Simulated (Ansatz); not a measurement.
The system is BaTe.

```
Ba Te
1.0
     0.00000    3.41000    3.41000
     3.41000    0.00000    3.41000
     3.41000    3.41000    0.00000
Ba Te
1 1
Direct
  0.00000 0.00000 0.00000
  0.50000 0.50000 0.50000
```

Base run:

```yaml
Program: Ansatz 0.2.0
Functional: PBEsol
Potentials_or_basis: all-electron PAW datasets made for the crystal
Cutoff: 240 eV (chosen from the basis error)
k_mesh: 7 × 7 × 7
Occupations: fermi-dirac, width 0.05 eV
Spin: no spin polarisation
```

Its results: band gap on the k mesh 1.39 eV, indirect (least direct gap 1.74 eV); pressure 1.9 GPa.

Task: The run is repeated on the same cell with these changes: potentials or basis from all-electron PAW datasets made for the crystal to all-electron LAPW, non-relativistic; cutoff from 240 eV (chosen from the basis error) to 136 eV (chosen from the basis error). What comes out?

Result: Band gap on the k mesh 1.25 eV, indirect (least direct gap 1.57 eV); pressure 2.6 GPa.

Caveats: spin-orbit coupling is left out, which moves the levels of the heavy elements; relativity is left out, which matters for the heavier elements (some runs).

A k mesh can miss the band edges.

The runs don't all hold the same shells in valence.
